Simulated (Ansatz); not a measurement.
Runs of Ansatz 0.2.0 on MnO. It takes space group Fm-3m (No. 225, cubic). The conventional cell has a = 4.448 Å, b = 4.448 Å, c = 4.448 Å, α = 90.00°, β = 90.00°, γ = 90.00°. Around Mn (site symmetry m-3m) lie 6 O at 2.22 Å. Around O (site symmetry m-3m) lie 6 Mn at 2.22 Å. The cell is a database's computed one.

| task | level | potentials or basis | cell | cutoff (eV) | points for each segment of the path | pressure (GPa) | moment (μB) | relaxed volume (Å³/atom) |
| --- | --- | --- | --- | --- | --- | --- | --- | --- |
| relaxation of cell and atoms | rPW86-PBE+rVV10 | Ansatz PAW | relaxed | 420 | - | 0.0 | 4.69 | (b) |
| relaxation of cell and atoms | PBE+D3(BJ) | Ansatz PAW | relaxed | 420 | - | 0.0 | 4.80 | (a) |
| band structure | PBE | Ansatz PAW polarizable | as given | 420 | 14 | (c) | 4.79 | - |
| relaxation of cell and atoms | r2SCAN+D4 | Ansatz PAW | relaxed | 500 | - | 0.0 | 5.00 | 10.94 |

Alike in all rows: spin collinear, ferromagnetic start; k mesh 10 × 10 × 10; smearing fermi-dirac 0.05 eV.

Question: Estimate the missing entries.

Answer: (a) 11.04; (b) 11.00; (c) 0.1.

Caveats: a cell with one magnetic atom can't hold antiferromagnetic order, which such compounds often take; the plane-wave basis is chosen anew once the cell has moved, so the energies of steps on either side of that aren't comparable (some runs); the PAW data sets come from PBE, with cores solved anew for the run's functional, which leaves a small shift of forces and pressure (some runs); the magnetic or orbital state may not be the lowest (some runs).
